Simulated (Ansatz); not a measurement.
CuO:

```
Cu O
1.0
     4.16094    0.00000    0.00000
     0.00000    4.16094    0.00000
     0.00000    0.00000    3.88764
Cu O
3 3
Direct
  0.50000 0.00000 0.50000
  0.00000 0.50000 0.50000
  0.00000 0.00000 0.00000
  0.00000 0.00000 0.50000
  0.50000 0.00000 0.00000
  0.00000 0.50000 0.00000
```

Measurements of this composition are mostly on another form, of space group No. 15.

Base run:

| Item | Value |
| --- | --- |
| Program | Ansatz 0.2.0 |
| Functional | r2SCAN |
| Potentials or basis | Ansatz PAW |
| Cutoff | 500 eV (not typed: the program's choice for these potentials) |
| k mesh | 7 × 7 × 7 |
| Occupations | fermi-dirac, width 0.05 eV |
| Spin | no spin polarisation |

Its results: band gap on the k mesh none (metal or under the smearing width); pressure -4.8 GPa.

Task: The run is repeated on the same cell with these changes: functional from r2SCAN to PBEsol; cutoff from 500 eV (not typed: the program's choice for these potentials) to 420 eV (not typed: the program's choice for these potentials); k mesh from 7 × 7 × 7 to 6 × 6 × 6. What comes out?

Result: Band gap on the k mesh none (metal or under the smearing width); pressure -5.4 GPa.

Several settings changed at once, so the effect can't be laid on one alone.

Caveats: an odd number of electrons without spin polarisation forces a metal; a magnetic or distorted state may lie lower; the run has no spin polarisation, though such a crystal can be magnetic; semilocal functionals often make such compounds metallic where correlation or magnetic order opens a gap, which also shifts bond lengths; the PAW data sets come from PBE, with cores solved anew for the run's functional, which leaves a small shift of forces and pressure; the density of states is complete only up to the lowest level of the last band computed (some runs).
